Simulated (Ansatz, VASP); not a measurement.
## Sc: VASP beside Ansatz

The input INCAR:

```
SYSTEM = Sc
PREC = Accurate ; ENCUT = 520
EDIFF = 1E-7 ; ISMEAR = 0
SIGMA = 0.1 ; LREAL = .False.
LASPH = .True. ; NELM = 100
ALGO = Normal ; ISIF = 2
LWAVE = .False. ; LCHARG = .False.
GGA = PS ; NBANDS = 12
```

File KPOINTS:

```
regular mesh
0
Gamma
  6 6 6
  0 0 0
```

POSCAR

```
Sc
1.0
    3.2019616822      0.0000000000      0.0000000000
    1.5021078373      2.8441406042      0.0000000000
    1.5489936237      0.9264468030      2.6741812389
Sc
1
Direct
    0.0000000000      0.0000000000      0.0000000000
```

Input for Ansatz:

```yaml
crystal:
  lattice:
    - [3.2019616822, 0.0, 0.0]
    - [1.5021078373, 2.8441406042, 0.0]
    - [1.5489936237, 0.926446803, 2.6741812389]
  atoms:
    - { symbol: Sc, position: [0.0, 0.0, 0.0] }
basis:
  ecutwfc: 420
kpoints:
  mp_grid: { grid: [6, 6, 6] }
hamiltonian:
  xc: pbesol
scf:
  occupations: { method: gaussian, width: 0.1 }
output:
  forces: true
  stress: true
  eigenvalues: true
```

This isn't the form of Sc at room conditions, which is hcp.

Alike in both runs: task single point; functional PBEsol; k mesh 6 × 6 × 6; occupations gaussian, width 0.1 eV; no spin polarisation.

```csv
,VASP,Ansatz
version,VASP 6.6.1,Ansatz 0.2.0
potentials or method,"VASP PAW PBE potentials, release 64 (Sc_sv)","scalar-relativistic, plane waves, PAW"
plane-wave cutoff (eV),520,420
valence electrons in the cell,11,11
```

|  | VASP | Ansatz | Ansatz less VASP |
| --- | --- | --- | --- |
| gap on the k mesh at the Fermi level (eV) | none | none | - |
| pressure (GPa) | -1.6 | -1.6 | -0.01 |
| largest component of the traceless stress (GPa) | 1.01 | 1.02 | +0.006 |

A gap of «none» marks a metal or a gap that the smearing closes. With one functional, cell and mesh, what is left measures potentials, basis and numerics.

Caveats: the k mesh is coarse (spacing up to 0.39 Å⁻¹), so the values aren't converged; the PAW data sets were made with another functional, which shifts forces and pressure a little (VASP).
